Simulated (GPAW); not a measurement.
Runs of GPAW 26.7.0 on In3Sb. It takes space group Pm-3m (No. 221, cubic). Conventional cell: a = 4.837 Å, b = 4.837 Å, c = 4.837 Å, α = 90.00°, β = 90.00°, γ = 90.00°. Sb (site symmetry m-3m) is surrounded by 12 In at 3.42 Å. In (site symmetry 4/mmm) is surrounded by 4 Sb at 3.42 Å and 8 In at 3.42 Å. The cell comes from a database or a generator and needn't be the stable form of this composition.

```tsv
level	gap on the mesh (eV)	pressure (GPa)	relaxed volume (Å³/atom)
PBEsol	none	0.0	(a)
PBEsol+D3(BJ)	none	0.0	24.92
PBEsol+D3	none	-0.1	25.66
PBEsol+D3(BJ)+ATM	none	0.0	25.05
PBEsol+D4	none	0.0	(b)
```

Alike in all rows: task relaxation of cell and atoms; potentials or basis PAW data sets generated in the run's folder for this functional, pw; no spin polarisation; cell relaxed; k mesh 6 × 6 × 6; cutoff (eV) 600; smearing fermi-dirac 0.05 eV.

Q: Fill in the values left out.

A: (a) 26.27; (b) 25.48.

Caveats: later steps reuse the first step's grids; pairwise dispersion overbinds metals, which lowers pressure and volume (some runs).

A k mesh can miss the band edges, and the runs leave out spin-orbit coupling on In, Sb.

A gap of «none» marks a metal or a gap under the smearing width.
